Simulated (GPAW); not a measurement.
TiC:

```
Ti C
1.0
     0.00000    2.16572    2.16572
     2.16572    0.00000    2.16572
     2.16572    2.16572    0.00000
Ti C
1 1
Direct
  0.00000 0.00000 0.00000
  0.50000 0.50000 0.50000
```

The cell is a database's computed one.

* Program: GPAW 26.7.0
* Task: single point
* Functional: PBEsol
* Potentials or basis: PAW data sets generated in the run's folder for this functional
* Cutoff: 800 eV
* Basis: pw
* k mesh: 11 × 11 × 11
* Occupations: fermi-dirac, width 0.05 eV
* Spin: no spin polarisation

On this cell: pressure -5.9 GPa; largest force zero by symmetry; band gap on the k mesh none (metal or under the smearing width).

The same run follows on a disturbed copy (atoms moved at random, drawn with an rms of 0.05 Å):

```
CELL_PARAMETERS angstrom
0.00000 2.16572 2.16572
2.16572 0.00000 2.16572
2.16572 2.16572 0.00000
ATOMIC_POSITIONS crystal
Ti 0.98208 0.02153 0.99282
C 0.48439 0.50743 0.51417
```

Question: What changes?

Answer: The energy (extrapolated to zero smearing) moves by +8.5 meV/atom; pressure -5.4 GPa; largest force 0.559 eV/Å; band gap on the k mesh none (metal or under the smearing width).

Forces on the atoms (eV/Å):
```
Ti   0.149  0.481 -0.243
C   -0.149 -0.481  0.243
```

Stress tensor (GPa, compression positive):
```
-5.70 -0.13  0.07
-0.13 -5.00  0.21
 0.07  0.21 -5.57
```
